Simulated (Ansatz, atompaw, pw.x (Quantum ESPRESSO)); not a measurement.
# What a changed setting does to a pw.x run (fcc Ru)

Potential: PAW, atompaw 4.2.0.5, LDA (PW92); core [Ar] 3d10, reference 4s2 4p6 4d7 5s1 5p0; waves: 4s (bound): rc 1.35 bohr; 5s (bound): rc 2.40 bohr; 4p (bound): rc 1.30 bohr; 5p (bound, empty): rc 2.40 bohr; 4d (bound): rc 2.40 bohr; 4d channel at 3.55 Ry: rc 2.40 bohr; local part: troulliermartins scheme with l = 3 at 1 Ry, radius 2.25 bohr; core correction: smooth core density matched at 1.50 bohr; augmentation: sinc compensation charge, radius 2.40 bohr; PAW radius 2.40 bohr; waves and projectors: custom rrkj gramschmidtortho.

The reference run (k-mesh 15³, cutoffs 100/900 Ry, Fermi–Dirac 0.01 Ry, mixing_beta 0.4, conv_thr 1e-9, no spin) gives 0.81 GPa at 13.127 Å³/atom, where all-electron LAPW gives 0.99 GPa. This run, with its own iteration cap, changes k-mesh points per axis to 20.

```
&control
  calculation='scf', prefix='x', pseudo_dir='./', outdir='./tmp', tstress=.true., disk_io='none'
/
&system
  ibrav=0, nat=1, ntyp=1, ecutwfc=100, ecutrho=900, nbnd=16,
  occupations='smearing', smearing='fd', degauss=0.01
/
&electrons
  conv_thr=1e-09, mixing_beta=0.4, electron_maxstep=60
/
ATOMIC_SPECIES
Ru 1.0 Ru.UPF
CELL_PARAMETERS angstrom
  0.00000000 1.87231319 1.87231319
  1.87231319 0.00000000 1.87231319
  1.87231319 1.87231319 0.00000000
ATOMIC_POSITIONS crystal
Ru 0.0000 0.0000 0.0000
K_POINTS automatic
20 20 20 0 0 0
```

```bash
pw.x < Ru.scf.in > Ru.scf.out
```

Problem. How does the run end?

Solution. It converges in 8 iterations; the free energy moves by +2.9 meV/atom and the pressure by +0.27 GPa.

```
Message from routine setup:
     using ibrav=0 with symmetry is DISCOURAGED, use correct ibrav instead
     lattice parameter (alat)  =       5.0037  a.u.
     unit-cell volume          =      88.5854 (a.u.)^3
     number of electrons       =        16.00
     number of Kohn-Sham states=           16
     kinetic-energy cutoff     =     100.0000  Ry
     charge density cutoff     =     900.0000  Ry
     scf convergence threshold =      1.0E-09
     Exchange-correlation= SLA PW NOGX NOGC
     number of k points=   256  Fermi-Dirac smearing, width (Ry)=  0.0100
     iteration #  1     ecut=   100.00 Ry     beta= 0.40
     total energy              =    -422.68576861 Ry
     estimated scf accuracy    <       0.14929389 Ry
     iteration #  2     ecut=   100.00 Ry     beta= 0.40
     total energy              =    -422.71750633 Ry
     estimated scf accuracy    <       0.00315408 Ry
     iteration #  3     ecut=   100.00 Ry     beta= 0.40
     total energy              =    -422.71832749 Ry
     estimated scf accuracy    <       0.00031510 Ry
     iteration #  4     ecut=   100.00 Ry     beta= 0.40
     total energy              =    -422.71835948 Ry
     estimated scf accuracy    <       0.00003756 Ry
     iteration #  5     ecut=   100.00 Ry     beta= 0.40
     total energy              =    -422.71837714 Ry
     estimated scf accuracy    <       0.00000052 Ry
     iteration #  6     ecut=   100.00 Ry     beta= 0.40
     total energy              =    -422.71837738 Ry
     estimated scf accuracy    <       0.00000002 Ry
     iteration #  7     ecut=   100.00 Ry     beta= 0.40
     total energy              =    -422.71837738 Ry
     estimated scf accuracy    <          2.4E-09 Ry
     iteration #  8     ecut=   100.00 Ry     beta= 0.40
     the Fermi energy is    22.9571 ev
!    total energy              =    -422.71837739 Ry
     estimated scf accuracy    <          7.0E-10 Ry
     smearing contrib. (-TS)   =      -0.00470940 Ry
     convergence has been achieved in   8 iterations
          total   stress  (Ry/bohr**3)                   (kbar)     P=       10.89
     Message from routine punch:
     Nothing written, as per user request (disk_io='none')
```

The run took about 41 s on one core of a shared server CPU.
